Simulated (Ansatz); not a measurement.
# Sb (bcc type): a single-point run

Aim: a sound single-point run of Sb (bcc type).

Program: Ansatz 0.2.0. Level of theory: DFT, LDA, all-electron LAPW, scalar-relativistic. These are calculated values, not measurements.

3 further runs of the same task are left out: 1 for a known fault of the program, 2 that didn't finish. Runs told in other sessions of the task aren't counted.

**1. The system as given**

It takes space group Im-3m (No. 229, cubic). Conventional cell: a = 6.813 Å, b = 6.813 Å, c = 6.813 Å, α = 90.00°, β = 90.00°, γ = 90.00°.

Structure file:

```
CELL_PARAMETERS angstrom
-3.40653 3.40653 3.40653
3.40653 -3.40653 3.40653
3.40653 3.40653 -3.40653
ATOMIC_POSITIONS crystal
Sb 0.00000 0.00000 0.00000
```

**2. Running it**

input.yaml reads:

```yaml
crystal:
  lattice:
    - [-3.40653301, 3.40653301, 3.40653301]
    - [3.40653301, -3.40653301, 3.40653301]
    - [3.40653301, 3.40653301, -3.40653301]
  atoms:
    - { symbol: Sb, position: [0.0, 0.0, 0.0] }
kpoints:
  mp_grid: { grid: [14, 14, 14] }
scf:
  occupations: { method: fermi_dirac, width: 0.08 }
  max_iter: 80
hamiltonian:
  xc: lda
  pseudopotentials: { kind: all_electron, lapw: { basis_error: 0.001 } }
output:
  forces: true
  stress: true
  eigenvalues: true
  populations: true
```

The run is started by

```bash
$ ansatz run input.yaml --threads 1 --pin off --max-ram 2048MiB --backend cpu --events-out ev --progress --plain --runs-dir out
```

**Question.** How will this run end, and is anything wrong with its input?

This run ends as converged. That alone doesn't make the input a sound one.

A unit slip: numbers in bohr are taken as ångström. The shortest distance in the input is 5.90 Å.

Fix: convert the lengths to the unit that the input reads.
